Current in a metal is carried by electrons whose levels lie close to the Fermi energy, so it matters where those levels go as one moves through the reciprocal space of the crystal. In Ta₂N, one axis runs to the zone centre, Γ, along the direction in which the atomic layers are stacked. Can one point on this axis, together with symmetry and an electron count, tell where the levels lie at the two points nearer the centre?

Kohn-Sham levels of Ta₂N (space group P-3m1) relative to the Fermi energy, from GPAW 26.7.0 with r2SCAN+U (U = 1 eV on Ta d), without spin polarisation or spin-orbit coupling. The calculation uses PAW data sets (gpaw-data 1.2.1, Ta with 5 valence electrons), an 800 eV plane-wave cutoff, an 8×8×5 k mesh and Fermi-Dirac smearing of 0.05 eV.

```tsv
point a (reciprocal cell vector)	point b (reciprocal cell vector)	point c (reciprocal cell vector)	level under 4 (eV)	level under 3 (eV)	level under 2 (eV)	level under 1 (eV)	level over 1 (eV)	level over 2 (eV)
0.0000	0.0000	0.0000	?	?	?	?	?	?
0.0000	0.0000	0.2000	?	?	?	?	?	?
0.0000	0.0000	0.4000	-3.680	-2.404	-1.015	-1.015	1.662	1.935
0.1250	0.0000	-0.4000	-3.763	-2.412	-1.594	-0.741	1.223	1.297
0.2500	0.0000	-0.2000	-4.327	-2.897	-1.638	-0.257	0.295	1.284
0.2500	0.0000	0.0000	-6.497	-4.061	-3.012	-1.782	0.176	1.076
0.5000	0.5000	0.0000	-6.742	-4.691	-2.962	-1.655	1.831	1.969
```

Points a, b and c are fractions of the three reciprocal cell vectors. Energies are counted from the Fermi energy: "level under 1" is the highest level below it at that point, "level over 1" the lowest above. The columns therefore rank levels by energy and don't follow one band from row to row. The calculation is not spin-polarised and includes a Hubbard U of 1 eV on the tantalum d shell.

**The third row: two singles and a pair**

The point (0, 0, 0.4) lies on the stacking axis. Its two lowest listed levels lie apart, at -3.68 and -2.40 eV, and the next two coincide at -1.015 eV. The coincidence comes from the threefold axis of the crystal and the mirror planes through it, which allow single levels and symmetry-bound pairs. The level at -2.40 eV is thus a single. The one at -3.68 eV is taken to be a single too, although a twin would fall just outside the list. One row further down, at (0.125, 0, -0.4), the point has left the axis and the pair has split by 0.85 eV, while the two singles have hardly moved.

The singles have a simple reading. The cell holds two tantalum layers about half a cell height apart, with nitrogen in every second space between them. Neighbouring metal layers are shifted sideways, but if the nitrogen is disregarded, a half turn about the axis and a step of half the cell height carry each layer almost exactly onto the next. For levels on the axis, this acts like a repeat after one layer instead of two. A band that belongs to this shorter repeat appears folded in the real cell, as two branches that approach each other at the zone face, point c = 0.5, and separate towards Γ. The lower branch is the more bonding between layers, the upper the more antibonding.

How far they separate depends on how free the electrons are. For orbitals that each couple to the neighbouring layer, with $k$ standing for point c,

$$E_\pm(k)=E_0\pm A\cos(\pi k).$$

The third row fixes both constants. The centre is $E_0=(-3.680-2.404)/2=-3.04$ eV. Half the splitting is 0.638 eV and $\cos(0.4\pi)=0.309$, so $A=0.638/0.309=2.06$ eV. At Γ the cosine is 1, and the upper branch should reach $-3.04+2.06=-0.98$ eV.

Nearly free electrons would behave differently, because the energy of a free electron grows with the square of its wave number. The splitting of the folded branches is then $(\hbar^2/2m)(2\pi/c)^2(1-2k)$, with $m$ the electron mass and $c$ the cell height. The cell volume and the axis ratio of ideal close packing give $c\approx5.0$ Å, close to the 4.87 Å of the cell used, and thus a splitting of 1.20 eV at $k=0.4$, against 1.28 eV in the table. This good agreement makes the parabola a serious candidate. It carries the upper branch to +1.43 eV at Γ, far above the cosine value.

**The fifth and sixth rows: a level passes the Fermi energy**

Between (0.25, 0, -0.2) and (0.25, 0, 0), "level under 4" seems to plunge by 2.2 eV. A simpler reading is that the highest filled level, at -0.26 eV, has risen to +0.18 eV and left the filled set. Every filled level then moves one place in the ranking, and a deeper one enters the list at the bottom. With the ranking shifted in this way, the lowest metal level moves by only 0.27 eV.

The electron count supports this reading. Two tantalum atoms bring ten valence electrons and nitrogen brings five, enough for seven and a half bands when the spins are paired. Four of these bands are mainly nitrogen s and p, which leaves three and a half metal bands to be filled on average. A point with three filled metal levels and another with four are thus both natural, and a partly filled band makes the compound a metal.

The last row, at (0.5, 0.5, 0), fits the count of three. Its lowest listed level, at -6.74 eV, lies about 2 eV below the next one, as would suit the top of the nitrogen bands. This assignment rests on the energies and the count, since levels alone don't show which atoms they belong to.

**Back to the top: the forecasts**

The forecast for the two singles is the mean of the cosine and the parabola. The pair and the empty levels are carried over unchanged from the third row. The nitrogen-like level at Γ is the mean of those in the last two rows. In eV, this gives:

- At (0, 0, 0.2), four metal levels are filled. The lowest lies at -4.6 ± 0.8, and three lie near -1.0 ± 0.8, two of them a pair, in an order left open. The first two empty levels lie at 1.7 ± 1.0 and 1.9 ± 1.0.
- At Γ, three metal levels are filled. From "level under 4" upwards the values are -6.6 ± 1.0 for the nitrogen-like level, -4.9 ± 0.8 for the lower single, -1.0 ± 0.8 for the pair, +0.2 ± 1.2 for the risen single and 1.7 ± 1.0 for the next empty level.

The range of the risen single is half the distance between the two models; the other ranges are judgements. Its sign at Γ is the weak spot. Mixing with nitrogen p states should push it up, which favours the empty side. If it stays below zero after all, four metal levels are filled and "level under 4" becomes the lower single, forecast at -4.9 eV.

The withheld rows as computed:

```tsv
point a (reciprocal cell vector)	point b (reciprocal cell vector)	point c (reciprocal cell vector)	level under 4 (eV)	level under 3 (eV)	level under 2 (eV)	level under 1 (eV)	level over 1 (eV)	level over 2 (eV)
0.0000	0.0000	0.0000	-5.472	-0.656	-0.203	-0.203	0.204	0.356
0.0000	0.0000	0.2000	-4.911	-1.374	-0.574	-0.574	0.719	0.719
```

**The second row: the branches open**

At (0, 0, 0.2) the two singles lie at -4.91 and -1.37 eV and the filled pair at -0.57 eV. All four filled levels fall within their ranges, and the count of four is right. The empty levels do worse. They form a pair at 0.72 eV, which only just falls within the range for the first and misses that for the second by 0.2 eV.

The singles also show which model was the better guide. At this point the cosine gives $-3.04\pm2.06\times0.809$, or -4.71 and -1.37 eV. The upper value matches the calculation and the lower is 0.2 eV too high. This row had no part in fixing the constants, though the preference for the cosine is hindsight: the forecast had given both models equal weight.

**The first row: a right number for the wrong level**

At Γ the forecast of three filled metal levels fails. The natural continuation of the two singles leads to -5.47 and -0.66 eV, so the upper one stays filled. The ranking shifts by one place, and "level under 3" misses its forecast by 4.2 eV. No band has moved that far; the column holds a different level from the one that was forecast. So, it seems, does "level under 4", which lies 1.1 eV above its forecast of -6.6 eV, just outside the range.

The same shift produces a deceptive success. "Level over 1" was forecast at +0.2 eV and comes out at 0.204 eV, but the forecast was meant for the risen single, which lies at -0.66 eV. That level is 0.9 eV below its forecast, inside the wide range but on the wrong side of the Fermi energy. The agreement in the column is a coincidence between two different levels.

With the other count, which had been named as the alternative, the lower single was forecast at -4.9 eV and lies 0.6 eV deeper. This assignment relies on the smooth descent from -3.68 through -4.91 to -5.47 eV; a nitrogen level that had risen to the same place would look alike in the table. The midpoint of the two singles lends it support. It stays within about 0.1 eV of -3.04 eV at all three points on the axis, while their splitting grows from 1.3 to 4.8 eV.

Such a symmetric opening is what coupling between two like layers produces: one combination gains about as much as the other loses. The cosine puts the splitting at Γ at $2\times2.06=4.1$ eV, about 14% less than the calculation. The parabola misses most in the upper branch, which it lets climb as if no other level stood in its way. Along the axis, levels of the same symmetry repel each other instead of crossing, and the lowest empty level at Γ is itself a single, only 0.86 eV above the risen one. Repulsion between the two on the way to Γ is a possible brake on the climb. At Γ itself it acts only if both levels have the same parity, which the table doesn't show.

The filled pair teaches something else. It was assumed to stay at -1.0 eV, yet it rises to -0.57 and then to -0.20 eV, which puts it at the very edge of its range at Γ. The nearest empty pair comes down towards it: at point c = 0.4 the two are at least 2.95 eV apart, at 0.2 only 1.29 eV. Over this stretch the pairs draw together while the singles draw apart; at Γ the list is too short to show where the empty pair lies. The second empty level at Γ, at 0.36 eV, also lies far below its forecast, so carrying the empty levels over unchanged was a poor assumption.

A possible reason lies in the two kinds of space between the layers. A tantalum layer couples to one neighbour through nitrogen and to the other across an empty space. At Γ the two couplings add if they have the same sign and partly cancel if their signs differ; at the zone face it is the other way round. The singles behave as if the signs were alike, the pairs as if they were opposite, perhaps because nitrogen p orbitals carry the coupling on one side. This is a guess, and it takes the filled and the empty pair for partners. Tantalum has two kinds of d pair on this axis, so the two may also differ in kind; the orbital make-up of the levels could decide.

The count of four filled metal levels at Γ also depends on something the calculation leaves out. Spin-orbit coupling is strong in tantalum and can split the pair by some tenths of an eV. With the pair only 0.2 eV below the Fermi energy, its upper half could come close to that energy or cross it. The wide opening of the two singles is safe against a shift of that size; the exact number of filled levels at the zone centre is not.
